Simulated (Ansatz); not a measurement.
Consider LaAlO3 (space group R-3c, No. 167; a = 5.353 Å, c = 13.048 Å (hexagonal axes)).

All numbers come from Kohn–Sham DFT with the PBEsol functional, run in Ansatz (an electronic-structure program) with PAW and 420 eV plane waves, without spin-orbit coupling, earlier PAW set.

For the base:

| Property | Value |
|---|---|
| Lattice parameter a | 5.353 Å |
| Smallest direct gap | 3.97 eV |

Now apply this change: a negative pressure, −1 GPa.

Question: Estimate the effect on the lattice parameter a and smallest direct gap.

Answer: The lattice parameter a increases by 0.009 Å, from 5.353 Å to 5.362 Å; the smallest direct gap grows by 0.01 eV to 3.98 eV.

Load acts through the strain it causes; cell and atoms are relaxed under it. Whether these cells are dynamically stable was not tested.
